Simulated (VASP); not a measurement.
Input of a VASP 6.6.1 run:

INCAR

```
PREC = Accurate
ENCUT = 600
EDIFF = 1E-6
ISMEAR = -1
SIGMA = 0.05
LREAL = F
LASPH = T
NELM = 80
ALGO = Fast
ISIF = 3
LWAVE = F
LCHARG = F
GGA = PE
LUSE_VDW = T
IVDW_NL = 2
BPARAM = 10.0
CPARAM = 0.0093
IBRION = 2
NSW = 60
EDIFFG = -0.02
```

File KPOINTS:

```
Automatic mesh
0
Gamma
  13 13 13
```

File POSCAR:

```
BN
1.0
    0.0000000000      1.8130010000      1.8130010000
    1.8130010000      0.0000000000      1.8130010000
    1.8130010000      1.8130010000      0.0000000000
N B
1 1
Direct
    0.2500000000      0.2500000000      0.2500000000
    0.0000000000      0.0000000000      0.0000000000
```

Potentials or basis: VASP PAW PBE potentials, release 64 (N, B).

Command:

```sh
$ cat potpaw_PBE.64/N/POTCAR potpaw_PBE.64/B/POTCAR > POTCAR
$ mpirun -np 1 vasp_std > vasp.out
```

Predict the band gap on the k mesh.

4.47 eV, indirect (least direct gap 8.79 eV).

What does it give for the relaxed cell?

a = 2.560 Å, b = 2.560 Å, c = 2.560 Å, α = 60.00°, β = 60.00°, γ = 60.00°.

Final structure:
```yaml
crystal:
  lattice:
    - [0.00000, 1.81031, 1.81031]
    - [1.81031, 0.00000, 1.81031]
    - [1.81031, 1.81031, 0.00000]
  atoms:
    - { symbol: N, position: [0.25000, 0.25000, 0.25000] }
    - { symbol: B, position: [0.00000, 0.00000, 0.00000] }
```

Caveat: an odd mesh through Γ misses points on the zone boundary, where band edges often lie.
